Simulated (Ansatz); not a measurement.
# W: the cost of one run

Computed with Ansatz 0.2.0 (DFT PBEsol, scalar-relativistic, plane waves, PAW, unless a step's input says otherwise).

1 further run of the same task is left out (set aside as unsound or not needed).

**1. The starting structure**

The structure is cubic, space group Im-3m (No. 229). Conventional cell: a = 3.154 Å, b = 3.154 Å, c = 3.154 Å, α = 90.00°, β = 90.00°, γ = 90.00°. W (site symmetry m-3m) has 8 W at 2.73 Å as nearest neighbours.

Coordinates:

```xyz
1
Lattice="-1.5772 1.5772 1.5772 1.5772 -1.5772 1.5772 1.5772 1.5772 -1.5772" Properties=species:S:1:pos:R:3 pbc="T T T"
W     0.0000    0.0000    0.0000
```

This cell was relaxed beforehand with the same method: volume 15.69 Å³/atom, gap on the mesh none (metal).

**2. Bands, states and charges**

The input, input.yaml:

```yaml
crystal:
  lattice:
    - [-1.5771737555, 1.5771737555, 1.5771737555]
    - [1.5771737555, -1.5771737555, 1.5771737555]
    - [1.5771737555, 1.5771737555, -1.5771737555]
  atoms:
    - { symbol: W, position: [0.0, 0.0, 0.0] }
basis:
  ecutwfc: 420
kpoints:
  mp_grid: { grid: [18, 18, 18] }
  band_path:
    path:
      - [[0.0, 0.0, 0.0], [0.5, -0.5, 0.5], [0.0, 0.0, 0.5], [0.0, 0.0, 0.0], [0.25, 0.25, 0.25], [0.5, -0.5, 0.5]]
      - [[0.25, 0.25, 0.25], [0.0, 0.0, 0.5]]
    npoints: 14
hamiltonian:
  xc: pbesol
scf:
  occupations: { method: gaussian, width: 0.1 }
  n_extra_bands: 6
output:
  forces: true
  stress: true
  eigenvalues: true
  populations: true
  dos: { projected: true, de: 0.02, nscf_kmesh: { grid: [27, 27, 27] } }
  bader: true
```

On the command line:

```bash
$ ansatz run input.yaml --threads 1 --pin off --max-ram 2560MiB --backend cpu --events-out ev --progress --plain --runs-dir out
```

What time and memory should one allow on 1 thread of Arm Neoverse V1, shared host?

About 17 s, with a peak of 0.32 GiB.
